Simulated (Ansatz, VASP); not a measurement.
Ni: VASP beside Ansatz

```
Ni
1.0
    -1.27302    1.27302    1.49441
     1.27302   -1.27302    1.49441
     1.27302    1.27302   -1.49441
Ni
1
Direct
  0.00000 0.00000 0.00000
```

Change from the starting cell: strain -0.080 along x and y, +0.080 along z, atoms carried along.

Alike in both runs: task single point; functional PBE; k mesh 24 × 24 × 24; occupations gaussian, width 0.15 eV; collinear spin.

|  | VASP | Ansatz |
| --- | --- | --- |
| version | VASP 6.6.1 | Ansatz 0.2.0 |
| potentials or method | VASP PAW PBE potentials, release 64 (Ni) | scalar-relativistic, plane waves, PAW |
| plane-wave cutoff (eV) | 520 | 420 |
| valence electrons in the cell | 10 | 18 |

```csv
,VASP,Ansatz,Ansatz less VASP
gap on the k mesh at the Fermi level (eV),none,none,-
pressure (GPa),31.7,32.4,+0.63
largest component of the traceless stress (GPa),7.72,8.11,+0.392
net moment per atom (μB),0.54,0.55,+0.009
size of the moment on the site where the two differ most (μB),0.54,0.58,+0.037
```

Site moments also hang on the region over which each program counts them. A gap of «none» marks a metal or a gap that the smearing closes. The two sets of potentials don't hold the same shells in valence.

Caveats: so large a pressure means that the cell lies far from this level's equilibrium, or that cutoff or potentials fall short (VASP).
